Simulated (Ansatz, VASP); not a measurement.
**ZnSe in VASP and in Ansatz**

File INCAR:

```
SYSTEM = ZnSe
  ALGO = Normal
  EDIFF = 1E-6
  ENCUT = 520
  GGA = PE
  ISIF = 2
  ISMEAR = -1
  LASPH = .True.
  LCHARG = .True.
  LELF = .True.
  LREAL = .False.
  LVHAR = .True.
  LWAVE = .False.
  NBANDS = 16
  NELM = 60
  PREC = Accurate
  SIGMA = 0.1
```

The input KPOINTS:

```
k-points
0
Gamma
  13 13 13
  0 0 0
```

POSCAR

```
ZnSe
1.0
    0.0000000000      2.1988731042      2.1988731042
    2.1988731042      0.0000000000      2.1988731042
    2.1988731042      2.1988731042      0.0000000000
Zn Se
1 1
Direct
    0.0000000000      0.0000000000      0.0000000000
    0.5000000000      0.5000000000      0.5000000000
```

Input for Ansatz:

```yaml
crystal:
  lattice:
    - [0.0, 2.1988731042, 2.1988731042]
    - [2.1988731042, 0.0, 2.1988731042]
    - [2.1988731042, 2.1988731042, 0.0]
  atoms:
    - { symbol: Zn, position: [0.0, 0.0, 0.0] }
    - { symbol: Se, position: [0.5, 0.5, 0.5] }
kpoints:
  mp_grid: { grid: [13, 13, 13] }
scf:
  occupations: { method: fermi_dirac, width: 0.1 }
hamiltonian:
  xc: pbe
  pseudopotentials: { kind: all_electron, datasets: crystal }
output:
  forces: true
  stress: true
  eigenvalues: true
```

Change from the starting cell: volume scaled by 0.55, crystal datasets.

Alike in both runs: task single point; functional PBE; k mesh 13 × 13 × 13; occupations fermi-dirac, width 0.1 eV; no spin polarisation.

|  | VASP | Ansatz |
| --- | --- | --- |
| version | VASP 6.6.1 | Ansatz 0.2.0 |
| potentials or method | VASP PAW PBE potentials, release 64 (Zn, Se) | all-electron PAW with datasets made for the crystal, scalar-relativistic |
| plane-wave cutoff (eV) | 520 | see its input |

```tsv
	VASP	Ansatz	Ansatz less VASP
pressure (GPa)	168.8	165.8	-3.03
```

Ansatz ran all-electron here, so the differences hold the error of VASP's frozen core and of both bases.

Caveats: the cell as given lies far from equilibrium; so large a pressure means that the cell lies far from this level's equilibrium, or that cutoff or potentials fall short (VASP).
